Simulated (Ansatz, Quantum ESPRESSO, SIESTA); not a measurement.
# Ti: programs and potentials compared

```xyz
3
Lattice="4.5674 0.0000 0.0000 -2.2837 3.9555 0.0000 0.0000 0.0000 2.8262" Properties=species:S:1:pos:R:3 pbc="T T T"
Ti    2.2837    1.3185    1.4131
Ti    0.0000    2.6370    1.4131
Ti    0.0000    0.0000    0.0000
```

This isn't the form of Ti at room conditions, which is hcp.

Alike in all runs: task band structure; functional LDA; k mesh 7 × 7 × 9; occupations fermi-dirac, width 0.05 eV; no spin polarisation; no spin-orbit coupling. LDA stands for any of its common fits. Pressure is positive in compression and, in plane waves, holds the error of the finite cutoff.

| program and potentials | plane-wave cutoff (eV) | notes | pressure (GPa) |
| --- | --- | --- | --- |
| Ansatz, all-electron LAPW, scalar-relativistic | - | - | ? |
| SIESTA, files PseudoDojo sr-lda-0.4.1-standard, DZP (energy shift 0.003 Ry; two zetas on semicore shells) | - | atomic basis | -7.65 |
| Quantum ESPRESSO, PseudoDojo 0.4.1 SR LDA standard | 1143 | - | -7.94 |

Problem. Estimate from the other rows what the run with Ansatz, all-electron LAPW, scalar-relativistic gave.

Solution. Pressure -8.04 GPa. The other rows, which needn't bracket it: pressure -7.94 to -7.65.
